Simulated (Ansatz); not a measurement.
Runs of Ansatz 0.2.0 on TiNi. The structure is tetragonal, space group P4/mmm (No. 123). Conventional cell: a = 2.736 Å, b = 2.736 Å, c = 3.581 Å, α = 90.00°, β = 90.00°, γ = 90.00°. Ni (site symmetry 4/mmm) is surrounded by 8 Ti at 2.64 Å and 4 Ni at 2.74 Å. Around Ti (site symmetry 4/mmm) lie 8 Ni at 2.64 Å and 4 Ti at 2.74 Å. The cell comes from a database or a generator and needn't be the stable form of this composition.

| potentials or basis | cutoff (eV) | V0 of scaled cells (Å³/atom) | B0 (GPa) |
| --- | --- | --- | --- |
| Ansatz PAW | 420 | 12.89 | 173 |
| PseudoDojo stringent | 1415 | 12.89 | 173 |
| Ansatz PAW earlier set | 920 | 12.89 | 173 |
| PseudoDojo standard | 1333 | 12.89 | 173 |
| JTH PAW | 2400 | 12.94 | (a) |

Alike in all rows: task equation of state; level PBEsol; spin collinear, ferromagnetic start; cell as given; k mesh 10 × 10 × 8; smearing fermi-dirac 0.05 eV.

Problem. Estimate the missing entries.

Solution. (a) 172.

Caveats: the cell was scaled at fixed shape and fractional positions, which overstates the stiffness of a crystal with free parameters, most of all of layers and chains.
